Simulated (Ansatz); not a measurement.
Reactions of C$_{8}$H$_{18}$ (`CCCC(C)C(C)C`).

Isolated molecules relaxed with PBE0-D4/def2-TZVP in Ansatz; ΔE leaves out vibrations. CCSD(T)/CBS is the MP2 limit (def2-TZVPP, def2-QZVPP) plus CCSD(T) − MP2 in def2-TZVPP, frozen cores. This one scheme is used for every species. DFT in def2-TZVPP. def2 core potentials past Kr. For Mg, Sn, Te, Ti outer-core shells are correlated without core-valence functions, which leaves a few kJ/mol of doubt a bond. Scalar relativity is left out up to krypton. One conformer a species, not always the lowest.

| reaction | r2SCAN-D4 (eV) | B2PLYP (eV) | CCSD/CBS(def2) (eV) | CCSD(T)/CBS(def2) (eV) |
| --- | --- | --- | --- | --- |
| `CCCC(C)C(C)C` + `[OH][Ti]([F])([SH])[Cl]` → `C[O][Ti]([F])([SH])[Cl]` + `CCCCC(C)C` | 0.27 | 0.18 | 0.32 | 0.32 |
| `CCCC(C)C(C)C` + `[CH3][Sn][F]` → `C[CH2][Sn][F]` + `CCCCC(C)C` | 0.10 | 0.06 | 0.10 | 0.12 |
| `CCCC(C)C(C)C` + H₂ → `CCC(C)C` + `CCC` | -0.67 | -0.79 | -0.69 | -0.61 |
| `CCCC(C)C(C)C` + H₂O → `CCCO` + `CCC(C)C` | 0.37 | 0.31 | 0.46 | 0.51 |
| `CCCC(C)C(C)C` + `[MgH2]` → `C[CH2][MgH]` + `CC(C)C(C)C` | -0.08 | -0.14 | -0.09 | -0.09 |
| `CCCC(C)C(C)C` + `BN[SiH3]` → `BN([SiH3])CC` + `CC(C)C(C)C` | 0.24 | 0.24 | 0.27 | 0.26 |
| `CCCC(C)C(C)C` + `[OH][Ti]([F])([SH])[Cl]` → `C[O][Ti]([F])([SH])[Cl]` + `CCCC(C)CC` | 0.31 | 0.22 | 0.36 | 0.35 |
| `CCCC(C)C(C)C` + `C=CC(C)C` → `C=CC(C)(C)C` + `CCC(C)C(C)C` | -0.07 | -0.04 | -0.06 | -0.08 |
| `CCCC(C)C(C)C` + H₂Te → `CC(C)[TeH]` + `CCCCC` | -0.05 | -0.12 | -0.08 | -0.08 |
| `CCCC(C)C(C)C` + `[SiH3]S` → `CC(C)S[SiH3]` + `CCCCC` | 0.02 | 0.00 | 0.07 | 0.07 |

Largest T1 diagnostic: 0.025, for `[OH][Ti]([F])([SH])[Cl]`, so its coupled-cluster energy is less sure.
